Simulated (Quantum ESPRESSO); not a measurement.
**Ge under changes of volume**

One of the cells (18.253 Å³/atom); the others are scaled copies at fixed shape and fractional positions:

```
CELL_PARAMETERS angstrom
1.48805 -2.59469 0.00000
1.48805 2.59469 0.00000
0.00000 0.00000 4.72760
ATOMIC_POSITIONS crystal
Ge 0.33345 0.66655 0.25000
Ge 0.66655 0.33345 0.75000
```

This isn't the form of Ge at room conditions, which is diamond.

```yaml
Program: Quantum ESPRESSO 7.5
Functional: r2SCAN
Potentials_or_basis: SG15 PBE 1.2
Cutoff: 952 eV
Density_cutoff: 3810 eV
k_mesh: 7 × 7 × 4
Occupations: fermi-dirac, width 0.05 eV
Spin: no spin polarisation
```

| volume (Å³/atom) | energy over the lowest point (meV/atom) | pressure (GPa) |
| --- | --- | --- |
| 17.158 | ? | ? |
| 17.523 | 15.55 | 4.8 |
| 17.888 | 6.47 | 3.0 |
| 18.253 | 1.43 | 1.3 |
| 18.618 | 0.00 | -0.2 |
| 18.984 | 1.82 | -1.5 |
| 19.349 | 6.53 | -2.7 |

Question: What does the run at 17.158 Å³/atom give?

Answer: Energy over the lowest point 29.07 meV/atom; pressure 6.8 GPa.

Worked out: A Birch-Murnaghan fit of order 3 (a polynomial in V^(-2/3)) to the other rows has its minimum at 18.59 Å³/atom with B0 = V·E''(V) = 73 GPa and B' = 4.6 at fixed shape and positions, which overstates the stiffness. It gives 29.15 meV/atom at 17.158 Å³/atom, against the run's 29.07, and -dE/dV = 7.0 GPa, against 6.8.

Energies are extrapolated to zero smearing.

Caveats: the potentials were made for another functional, which shifts forces and pressure.
